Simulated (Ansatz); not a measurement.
ZrSe2:

```
CELL_PARAMETERS angstrom
3.79800 0.00000 0.00000
-1.89900 3.28916 0.00000
0.00000 0.00000 6.19200
ATOMIC_POSITIONS crystal
Zr 0.00000 0.00000 0.00000
Se 0.66667 0.33333 0.75000
Se 0.33333 0.66667 0.25000
```

- Program: Ansatz 0.2.0
- Task: relaxation of cell and atoms
- Functional: RPBE
- Dispersion: D3(BJ)
- Potentials or basis: Ansatz PAW
- Cutoff: 420 eV (not typed: the program's choice for these potentials)
- k mesh: 8 × 8 × 5
- Occupations: fermi-dirac, width 0.05 eV
- Spin: no spin polarisation

At the start: volume 25.78 Å³/atom.

Task: Where does the relaxation end?

Result: It ends after 8 steps and the volume is 18.20 Å³/atom (-29.4 %); space group P-3m1 (No. 164, to 0.05 Å).

The path:
```
step  energy change (eV)  largest force (eV/Å)  volume (Å³)
   1              0.0000                0.2539        77.35
   2             -0.4152                0.9784        68.60
   3             -0.8218                0.1776        61.20
   4             -0.9863                0.0061        54.75
   5             -0.9873                0.0160        54.72
   6             -0.9874                0.0102        54.56
   7             -0.9874                0.0008        54.61
   8             -0.9859                0.0016        54.61
```

Final structure:
```
CELL_PARAMETERS angstrom
3.33921 0.00000 0.00000
-1.66961 2.89184 0.00000
0.00000 0.00000 5.65511
ATOMIC_POSITIONS crystal
Zr 0.00000 0.00000 0.00000
Se 0.66667 0.33333 0.69491
Se 0.33333 0.66667 0.30509
```

Caveat: the volume moved by over 15 % at a fixed basis, so the end points are rough; the plane-wave basis is chosen anew once the cell has moved, so the energies of steps on either side of that aren't comparable; the volume moved by -29 % from the deposited cell, more than functionals usually miss; the PAW data sets come from PBE, with cores solved anew for the run's functional, which leaves a small shift of forces and pressure.
